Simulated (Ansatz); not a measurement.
A run of Ansatz 0.2.0 is set up as follows.

File input.yaml:

```yaml
crystal:
  lattice:
    - [0.0, 3.05006681, 3.05006681]
    - [3.05006681, 0.0, 3.05006681]
    - [3.05006681, 3.05006681, 0.0]
  atoms:
    - { symbol: Ti, position: [0.5, 0.5, 0.5] }
    - { symbol: Te, position: [0.0, 0.0, 0.0] }
hamiltonian:
  xc: blyp
  pseudopotentials: { kind: paw }
kpoints:
  mp_grid: { grid: [8, 8, 8] }
scf:
  occupations: { method: fermi_dirac, width: 0.05 }
output:
  forces: true
  stress: true
  eigenvalues: true
  write_density: true
  write_potential: true
  elf: true
  volumetric_format: npy
relax:
  f_tol: 0.01
  max_steps: 40
  cell: { stress_tol: 0.05 }
```

Potentials or basis: Ansatz PAW.

Launch:

```sh
$ ansatz run input.yaml --threads 2 --pin off --max-ram 5632MiB --backend cpu --events-out ev --progress --plain --runs-dir out
```

Question: Estimate the relaxed volume.

Answer: 24.14 Å³/atom.

Question: Predict the band gap on the k mesh.

Answer: None (metal or under the smearing width).

Question: What does it give for the relaxed cell?

Answer: a = 4.087 Å, b = 4.087 Å, c = 4.087 Å, α = 60.00°, β = 60.00°, γ = 60.00°.

Step by step:
| step | energy change (eV) | largest force (eV/Å) | volume (Å³) |
| --- | --- | --- | --- |
| 1 | 0.0000 | 0.0000 | 56.75 |
| 2 | -0.2221 | 0.0000 | 48.85 |
| 3 | -0.2234 | 0.0000 | 48.08 |
| 4 | -0.2235 | 0.0000 | 48.28 |
| 5 | -0.2224 | 0.0000 | 48.28 |

Caveat: the plane-wave basis is chosen anew once the cell has moved, so the energies of steps on either side of that aren't comparable; the PAW data sets come from PBE, with cores solved anew for the run's functional, which leaves a small shift of forces and pressure. Spin-orbit coupling is left out, which matters for the levels of Te.
